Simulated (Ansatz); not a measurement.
CdS built on the h-MgO prototype, relaxed with r2SCAN in the plane-wave code Ansatz. Space group P6_3/mmc (No. 194), hexagonal; conventional cell a = 4.409 Å, c = 5.748 Å, 24.19 Å³ an atom. Cd has 5 S at 2.55–2.87 Å; S has 5 Cd at 2.55–2.87 Å.

The axes x, y and z are those of this cell:
```xyz
4
Lattice="4.4085 0.0000 0.0000 -2.2043 3.8179 0.0000 0.0000 0.0000 5.7481" Properties=species:S:1:pos:R:3 pbc="T T T"
Cd    0.0000    2.5453    1.4370
Cd    2.2043    1.2726    4.3111
S     2.2043    1.2726    1.4370
S     0.0000    2.5453    4.3111
```

Unstrained: The PBE gap is indirect, 1.000 eV (H to Γ), below the direct gap of 1.275 eV at Γ. The r2SCAN gap is indirect, 1.479 eV (H to Γ), below the direct gap of 1.748 eV at Γ. With HSE06 the valence top lies at H and the conduction bottom at Γ, 2.072 eV higher; the smallest vertical gap, at Γ, is 2.350 eV. Meshes: PBE 6×6×4, r2SCAN 6×6×4, HSE06 6×6×4. Strains are changes of length per length, and xy shears are angles. After each strain the atoms were relaxed again with r2SCAN within the symmetry that the strain leaves, so tilts or polar shifts that break it weren't tested; points keep the names that they have in the unstrained zone. Spin-unpolarised throughout. Whether this structure exists isn't addressed.

Task: Apply isotropic +5.26 % on every length. How far does the gap move, against the unstrained cell?

Result: PBE: the gap goes from 1.000 to 0.574 eV (-0.426 eV). r2SCAN: the gap goes from 1.479 to 1.054 eV (-0.425 eV). HSE06: the gap goes from 2.072 to 1.529 eV (-0.543 eV). The r2SCAN energy rises by 102.5 meV an atom.

Task: Estimate what xy shear, engineering strain (angle) -3.08 % does to the gap.

Result: PBE: the gap goes from 1.000 to 0.992 eV (-0.008 eV); the edges go from H → Γ to (1/3, 0.357, 0.492) → Γ. r2SCAN: the gap goes from 1.479 to 1.471 eV (-0.008 eV); the edges go from H → Γ to (1/3, 0.357, 0.492) → Γ. The r2SCAN energy rises by 0.9 meV an atom.

The runs are scalar-relativistic, without spin-orbit coupling.

The meshes of the hybrids are coarse, so their gaps aren't converged to the digits shown.
